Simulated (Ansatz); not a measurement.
# Compressing CoO: a fit and a missing row

CoO, P6_3mc, a = 3.285 Å, c = 5.295 Å. This isn't the usual stable structure of the compound. Ansatz: PBE+U, PAW, 420 eV, Γ-centred 12×12×6 mesh on 4 atoms, Gaussian smearing 0.02 eV; U_eff Co 3.32 eV; collinear spin, largest moment 2.4 μB, opposite moments cancel in the cell. Shape and atoms are relaxed at each volume; pressure is positive in compression.

| V (Å³/atom) | P (GPa) |
| --- | --- |
| 10.890 | 21.27 |
| 11.261 | 14.69 |
| 11.632 | 9.03 |
| 12.003 | ? |
| 12.375 | 0.02 |
| 12.746 | -3.55 |
| 13.117 | -6.60 |
| 13.612 | -9.99 |

Problem. Take V0 = 12.375 Å³/atom, count pressures from its P0 = 0.02 GPa, fit the third-order Birch–Murnaghan form to the other rows, and predict the missing pressure.

Solution. With the Eulerian strain f = ½[(V0/V)^(2/3) − 1] and y = (P − P0)/[3f(1 + 2f)^(5/2)], the form is the line y = B0 + 1.5 B0 (B0′ − 4) f. Rows (f, y): 0.04448, 128.7; 0.03245, 128.8; 0.02107, 128.6; -0.00975, 128.2; -0.01904, 127.7; -0.03077, 127.1. Means f = 0.006407, y = 128.18; Σ(Δf)² = 0.004634, ΣΔfΔy = 0.09415; the slope is their ratio. y = 128.1 + 20.32 f GPa, so B0 = 128.1 GPa and B0′ = 4 + 2 × (20.32)/(3 × 128.1) = 4.11. At V = 12.003, f = 0.01028, y = 128.31 and P = 4.18 GPa. The run gave 4.19 GPa, so the fit is 0.01 GPa too low, within the rms miss on the fitted rows (0.02 GPa).

The state reached may not be the lowest one.